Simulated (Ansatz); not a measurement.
# MoP (P-6m2) in Ansatz: settings compared

Aim: see how the results for MoP move with the level of theory and the settings. Levels: PBE, PBE+D3(BJ), PBE+D4, LDA. Tasks: single point, relaxation of cell and atoms.

Everything below comes from runs of Ansatz 0.2.0. Logs are shortened: lines on timing, memory, paths and dates and some standing lists are left out, and cuts for length are marked.

### Step 1. Starting point

Symmetry: P-6m2, No. 187, hexagonal system. The conventional cell has a = 3.223 Å, b = 3.223 Å, c = 3.191 Å, α = 90.00°, β = 90.00°, γ = 120.00°. Around Mo (site symmetry -6m2) lie 6 P at 2.45 Å. P (site symmetry -6m2) is surrounded by 6 Mo at 2.45 Å.

### Step 2. Single point, PBE

The input, input.yaml:

```yaml
crystal:
  lattice:
    - [3.223, 0.0, 0.0]
    - [-1.6115, 2.7911998764, 0.0]
    - [0.0, 0.0, 3.191]
  atoms:
    - { symbol: Mo, position: [0.0, 0.0, 0.0] }
    - { symbol: P, position: [0.3333333333, 0.6666666667, 0.5] }
hamiltonian:
  xc: pbe
  pseudopotentials: { kind: paw }
kpoints:
  mp_grid: { grid: [10, 10, 8] }
scf:
  occupations: { method: gaussian, width: 0.027 }
output:
  forces: true
  stress: true
  eigenvalues: true
  write_density: true
  write_potential: true
  elf: true
  volumetric_format: npy
```

Potentials or basis: Ansatz PAW.

Started as:

```sh
> ansatz run input.yaml --threads 2 --pin off --max-ram 5632MiB --backend cpu --events-out ev --progress --plain --runs-dir out
```

Log:

```text
Warning: RAYON_NUM_THREADS=2 ignored (pool sized by the plan → 2); use --threads N
Engine: ansatz 0.2.0, x86_64-unknown-linux-gnu
Pseudopotentials: kind: paw
Pseudopotential: Mo, paw, valence charge 14, recommended cutoff 420 eV (normal), Mo.paw.azcp
Pseudopotential: P, paw, valence charge 5, recommended cutoff 420 eV (normal), P.paw.azcp
Functional definition: PBE
  parameter kappa = 0.804
  parameter beta = 0.06672455060314922
  exchange = pbe_x(kappa = kappa, mu = beta*pi^2/3)
  correlation = pbe_c(beta = beta)
Crystal: 2 atoms, lattice volume = 28.706 Å³
Basis set: ecut = 420 eV, 551 PW (Γ), exchange–correlation on 48×48×48 points (8 copies of the dense FFT grid, shifted against one another)
Bands: 14, of which v1, the nominal top of the filled ones, is band 10 counted from 1 (9 counted from 0)
Symmetry: 12 space group operations
Space group: P-6m2 (ITA 187), of the structure as read, at distance tolerance 3.1e-5 Å
k-points: 70 of 800 (time reversal used)
Non-local potential: Mo, projectors of the file, l = 0: 3, l = 1: 2, l = 2: 2, l = 3: 1
Non-local potential: P, projectors of the file, l = 0: 2, l = 1: 2, l = 2: 2
PAW form: soft (Blöchl's): semilocal exchange-correlation on the pseudo side does not see the compensation charge
PAW one-centre angular grid: Mo, 590 points (default); XC on 64 Gauss nodes
PAW one-centre angular grid: P, 110 points (default); XC on 64 Gauss nodes
Initial density: superposition of atomic densities (neutral atoms: chi_scale 0, normalization atom), corrected by the library's trained network
Initial wavefunctions: pseudopotential atomic-orbital guess
Functional: x = pbe(κ = 0.804, μ = 0.2195149727645171), c = pbe(β = 0.06672455060314922)
SCF iter   1: F=—  HF=-5713.070405 eV  |F-HF|=—  |Δ(HF+E_count)|=         —  Δρ=6.46e-3  dr2=4.25e-3  ethr=1.77e-3  ⟨swp⟩=5.9  Hψ=5923  notcnv=0
preconditioner: auto → none  [insulator: Δε(μ)=0.059 eV  Ē_g=8.829 eV  σ=0.027 eV  W_gap=0.71  n_scr=8 (ndim 8)  ℏωp=23.0 eV  f_vac=0.000  D(μ)=0.39/eV (n_scr^D=0)  ε∞_Penn≈7.8]
SCF iter   2: F=—  HF=-5713.071682 eV  |F-HF|=—  |Δ(HF+E_count)|=   1.28e-3  Δρ=3.26e-3  dr2=8.36e-4  ethr=2.24e-5  ⟨swp⟩=2.1  Hψ=1817  notcnv=0  defer=11
SCF iter   3: F=—  HF=-5713.072469 eV  |F-HF|=—  |Δ(HF+E_count)|=   7.87e-4  Δρ=4.60e-4  dr2=1.70e-5  ethr=4.40e-6  ⟨swp⟩=2.5  Hψ=1366  notcnv=0  defer=11
SCF iter   4: F=—  HF=-5713.072485 eV  |F-HF|=—  |Δ(HF+E_count)|=   1.59e-5  Δρ=4.06e-5  dr2=1.50e-7  ethr=8.93e-8  ⟨swp⟩=2.7  Hψ=1519  notcnv=0  defer=11
iter 5 did not close the SCF: its close was put off for the readings that it lacked (scf_convergence_deferred on its scf_iter line)
SCF iter   5: F=-5713.072485 eV  HF=-5713.072485 eV  |F-HF|=6.55e-10  |Δ(HF+E_count)|=   1.09e-7  Δρ=6.27e-6  dr2=4.40e-9  ethr=7.90e-10  ⟨swp⟩=2.2  Hψ=1455  notcnv=0  defer=11
SCF iter   6: F=-5713.072485 eV  HF=-5713.072485 eV  |F-HF|=3.27e-11  |Δ(HF+E_count)|=   1.80e-9  Δρ=7.85e-7  dr2=6.55e-11  ethr=2.32e-11  ⟨swp⟩=6.2  Hψ=5344  notcnv=0
SCF 1 converged in 6 iterations: F = -5713.072485 eV  dr2 = 6.55e-11
SCF converged after 6 iterations
Free energy (F): -5713.072485 eV
Harris-Foulkes:  -5713.072485 eV  (|F-HF|=3.27e-11)
Internal energy: -5713.072346 eV  (E = F + TS)
E sigma→0 (E₀):  -5713.072416 eV
Entropy (-TS):   -0.000139 eV (-0.070 meV/atom)
Fermi energy:    17.260686 eV
--- Per-component energies (eV) ---
  E_band       = -62.601853
  E_kinetic    = 517.442085
  E_local      = -1025.513368  (includes V_loc(G=0)·N_el)
  E_nonlocal   = 176.313919
  E_hartree    = 357.065569
  E_xc         = -247.547419
  E_vxc        = -293.276360  (∫ρ·V_xc dr)
  E_paw        = -3770.833411  (= ΣΔE_a)
  E_vpaw       = -151.699491  (= ΣTr[D̂ρ^β])
  E_aug_tail   = 0.000052  (compensation charges beyond the density's cutoff)
  E_ewald      = -1719.999773
  E_smearing   = -0.000139  (= −TS)
  E_closure    = 0.000000  (closes the sum)
  Σ components = -5713.072485   (vs F -5713.072485, Δ=0.00e0)
--- Forces (eV/Å), atoms counted from 1 ---
  atom   1  Mo     0.00000000    -0.00000000     0.00000000
  atom   2  P      0.00000000    -0.00000000     0.00000000
  max |Σ_I F_I| component: 1.48e-16 eV/Å
--- Stress (GPa, compression-positive) ---
        2.806479      -0.000000       0.000000
        0.000000       2.806479       0.000000
        0.000000       0.000000       1.995349
  P = ⅓ Tr σ = 2.5361 GPa (25.361 kbar)
--- Band table (eV; the first three rows and the last of 70) ---
  k-point 0: bands = ["-43.9333", "-18.0912", "-17.8720", "-17.8720", "3.3332", "13.0840", "13.9627", "13.9627", "16.5519", "17.5316", "17.5316", "21.3892", "21.3892", "22.8155"]
  k-point 1: bands = ["-43.9304", "-18.1351", "-17.8682", "-17.8682", "3.5847", "12.7517", "14.0792", "14.0792", "16.4897", "16.9584", "16.9584", "21.7701", "21.7701", "23.0240"]
  k-point 2: bands = ["-43.9233", "-18.2396", "-17.8591", "-17.8591", "4.2820", "11.6260", "14.3679", "14.3679", "16.0495", "16.0495", "16.9491", "21.5235", "21.5235", "23.5667"]
  k-point 69: bands = ["-43.8786", "-18.3000", "-18.0994", "-18.0327", "6.4017", "10.4883", "11.5325", "13.9770", "15.8678", "18.8711", "20.5211", "20.8041", "21.7505", "22.8299"]
```

Run time: 4.9 s. Hardware: 2 threads of Intel Xeon at 2.50GHz (Skylake/Cascade Lake), shared host; peak memory 0.35 GiB.

What came out:

* Free energy: -5713.0725 eV
* Pressure: 2.5 GPa
* Band gap on the k mesh: none (metal or under the smearing width)

Levels at points of the mesh, in eV from the Fermi level:
| k point | band 6 | band 7 | band 8 | band 9 | band 10 | band 11 | band 12 | band 13 | band 14 |
| --- | --- | --- | --- | --- | --- | --- | --- | --- | --- |
| (0.00, 0.00, 0.00) | -4.18 | -3.30 | -3.30 | -0.71 | 0.27 | 0.27 | 4.13 | 4.13 | 5.55 |
| (0.00, 0.00, -0.50) | -7.83 | -2.72 | -2.72 | -1.67 | -1.67 | 1.33 | 2.94 | 2.94 | 7.89 |
| (0.00, -0.50, 0.00) | -7.25 | -3.94 | -3.73 | -1.27 | -0.43 | 1.72 | 2.37 | 4.64 | 6.11 |
| (0.00, -0.50, -0.50) | -6.13 | -5.29 | -4.43 | -1.04 | 1.44 | 1.84 | 3.55 | 5.06 | 6.18 |

### Step 3. Single point, PBE

Edit input.yaml of step 2 so:

```diff
@@ -14,3 +14,3 @@
 scf:
-  occupations: { method: gaussian, width: 0.027 }
+  occupations: { method: gaussian, width: 0.028 }
 output:
@@ -19,5 +19 @@
   eigenvalues: true
-  write_density: true
-  write_potential: true
-  elf: true
-  volumetric_format: npy
```

Potentials or basis: Ansatz PAW.

Started as:

```sh
> ansatz run input.yaml --threads 2 --pin off --max-ram 5632MiB --backend cpu --events-out ev --progress --plain --runs-dir out
```

It took 3.6 s on 2 threads of Intel Xeon at 2.50GHz (Skylake/Cascade Lake), shared host; peak memory 0.34 GiB.

The run converged. Its results:

- Free energy: -5713.0725 eV
- Pressure: 2.5 GPa
- Band gap on the k mesh: none (metal or under the smearing width)

Stress tensor (GPa, compression positive):
```
2.81 0.00 0.00
0.00 2.81 0.00
0.00 0.00 1.99
```

Levels at points of the mesh, in eV from the Fermi level:
| k point | band 8 | band 9 | band 10 | band 11 | band 12 | band 13 |
| --- | --- | --- | --- | --- | --- | --- |
| (0.00, 0.00, 0.00) | -3.30 | -0.71 | 0.27 | 0.27 | 4.13 | 4.13 |
| (0.00, 0.00, -0.50) | -2.72 | -1.67 | -1.67 | 1.33 | 2.94 | 2.94 |
| (0.00, -0.50, 0.00) | -3.73 | -1.27 | -0.43 | 1.72 | 2.37 | 4.64 |
| (0.00, -0.50, -0.50) | -4.43 | -1.04 | 1.44 | 1.85 | 3.55 | 5.06 |

### Step 4. Relaxation of cell and atoms, PBE+D3(BJ)

Edit input.yaml of step 3 so:

```diff
@@ -11,2 +11,3 @@
   pseudopotentials: { kind: paw }
+  dispersion: d3bj
 kpoints:
@@ -14,3 +15,3 @@
 scf:
-  occupations: { method: gaussian, width: 0.028 }
+  occupations: { method: fermi_dirac, width: 0.05 }
 output:
@@ -18,2 +19,5 @@
   stress: true
-  eigenvalues: true
+relax:
+  f_tol: 0.01
+  max_steps: 40
+  cell: { stress_tol: 0.05 }
```

Started as:

```sh
> ansatz run input.yaml --threads 2 --pin off --max-ram 5632MiB --backend cpu --events-out ev --progress --plain --runs-dir out
```

Wall time 17 s (2 threads of Intel Xeon at 2.50GHz (Skylake/Cascade Lake), shared host); peak memory 0.36 GiB.

The run converged. Its results:

```
Free energy                            : -5714.3411 eV
Relaxed volume                         : 14.06 Å³/atom
Relaxed cell                           : a = 3.199 Å, b = 3.199 Å, c = 3.173 Å, α = 90.00°, β = 90.00°, γ = 120.00°
Space group after relaxing (to 0.05 Å) : P-6m2 (No. 187)
Energy gained by relaxing              : 4.3 meV/atom
Ionic steps                            : 5
Pressure after relaxing                : 0.0 GPa
```

The path:
```csv
step,energy change (eV),largest force (eV/Å),volume (Å³)
1,0.0000,0.0000,28.71
2,-0.0074,0.0000,27.94
3,-0.0086,0.0000,28.12
4,-0.0087,0.0000,28.12
5,-0.0086,0.0000,28.12
```

Final structure:
```yaml
crystal:
  lattice:
    - [3.19907, 0.00000, 0.00000]
    - [-1.59954, 2.77048, 0.00000]
    - [0.00000, 0.00000, 3.17312]
  atoms:
    - { symbol: Mo, position: [0.00000, 0.00000, 0.00000] }
    - { symbol: P, position: [0.33333, 0.66667, 0.50000] }
```

Caveat: the plane-wave basis is chosen anew once the cell has moved, so the energies of steps on either side of that aren't comparable.

### Step 5. Relaxation of cell and atoms, PBE+D4

Edit input.yaml of step 4 so:

```diff
@@ -11,3 +11,3 @@
   pseudopotentials: { kind: paw }
-  dispersion: d3bj
+  dispersion: d4
 kpoints:
```

Started as:

```sh
> ansatz run input.yaml --threads 2 --pin off --max-ram 5632MiB --backend cpu --events-out ev --progress --plain --runs-dir out
```

Wall time 20 s (2 threads of Intel Xeon at 2.50GHz (Skylake/Cascade Lake), shared host); peak memory 0.36 GiB.

The run converged. Its results:

```
Free energy                            : -5714.2551 eV
Relaxed volume                         : 14.14 Å³/atom
Relaxed cell                           : a = 3.207 Å, b = 3.207 Å, c = 3.176 Å, α = 90.00°, β = 90.00°, γ = 120.00°
Space group after relaxing (to 0.05 Å) : P-6m2 (No. 187)
Energy gained by relaxing              : 2.3 meV/atom
Ionic steps                            : 5
Pressure after relaxing                : 0.0 GPa
```

Step by step:
| step | energy change (eV) | largest force (eV/Å) | volume (Å³) |
| --- | --- | --- | --- |
| 1 | 0.0000 | 0.0000 | 28.71 |
| 2 | -0.0043 | 0.0000 | 28.15 |
| 3 | -0.0047 | 0.0000 | 28.28 |
| 4 | -0.0048 | 0.0000 | 28.28 |
| 5 | -0.0047 | 0.0000 | 28.28 |

Final structure:
```
Mo P
1.0
     3.20653    0.00000    0.00000
    -1.60327    2.77694    0.00000
     0.00000    0.00000    3.17575
Mo P
1 1
Direct
  0.00000 0.00000 0.00000
  0.33333 0.66667 0.50000
```

Caveat: the plane-wave basis is chosen anew once the cell has moved, so the energies of steps on either side of that aren't comparable.

### Step 6. Relaxation of cell and atoms, LDA

Edit input.yaml of step 5 so:

```diff
@@ -9,5 +9,4 @@
 hamiltonian:
-  xc: pbe
+  xc: lda
   pseudopotentials: { kind: paw }
-  dispersion: d4
 kpoints:
```

Potentials or basis: Ansatz PAW.

Started as:

```sh
> ansatz run input.yaml --threads 2 --pin off --max-ram 5632MiB --backend cpu --events-out ev --progress --plain --runs-dir out
```

Wall time 15 s (2 threads of Intel Xeon at 2.50GHz (Skylake/Cascade Lake), shared host); peak memory 0.35 GiB.

It converged, with:

| Item | Value |
| --- | --- |
| Free energy | -5570.3964 eV |
| Relaxed volume | 13.91 Å³/atom |
| Relaxed cell | a = 3.191 Å, b = 3.191 Å, c = 3.155 Å, α = 90.00°, β = 90.00°, γ = 120.00° |
| Space group after relaxing (to 0.05 Å) | P-6m2 (No. 187) |
| Energy gained by relaxing | 10.5 meV/atom |
| Ionic steps | 6 |
| Pressure after relaxing | 0.0 GPa |

The path:
```
step  energy change (eV)  largest force (eV/Å)  volume (Å³)
   1              0.0000                0.0000        28.71
   2             -0.0191                0.0000        27.56
   3             -0.0208                0.0000        27.85
   4             -0.0211                0.0000        27.83
   5             -0.0211                0.0000        27.83
   6             -0.0209                0.0000        27.83
```

Final structure:
```yaml
crystal:
  lattice:
    - [3.19112, 0.00000, 0.00000]
    - [-1.59556, 2.76359, 0.00000]
    - [0.00000, 0.00000, 3.15546]
  atoms:
    - { symbol: Mo, position: [0.00000, 0.00000, 0.00000] }
    - { symbol: P, position: [0.33333, 0.66667, 0.50000] }
```

Caveat: the plane-wave basis is chosen anew once the cell has moved, so the energies of steps on either side of that aren't comparable; the PAW data sets come from PBE, with cores solved anew for the run's functional, which leaves a small shift of forces and pressure. Zero-point motion and thermal expansion aren't in these numbers.

### Step 7. The runs side by side

```csv
task,level,cell,smearing,gap on the mesh (eV),pressure (GPa),relaxed volume (Å³/atom)
single point,PBE,as given,gaussian 0.027 eV,none,2.5,-
single point,PBE,as given,gaussian 0.028 eV,none,2.5,-
relaxation of cell and atoms,PBE+D3(BJ),relaxed,fermi-dirac 0.05 eV,-,0.0,14.06
relaxation of cell and atoms,PBE+D4,relaxed,fermi-dirac 0.05 eV,-,0.0,14.14
relaxation of cell and atoms,LDA,relaxed,fermi-dirac 0.05 eV,-,0.0,13.91
```

Alike in all rows: potentials or basis Ansatz PAW; no spin polarisation; k mesh 10 × 10 × 8; cutoff (eV) 420.

Caveats: the plane-wave basis is chosen anew once the cell has moved, so the energies of steps on either side of that aren't comparable (some runs); the PAW data sets come from PBE, with cores solved anew for the run's functional, which leaves a small shift of forces and pressure (some runs).

Total energies depend on the potentials used, so only differences within one code and one set of settings carry meaning.
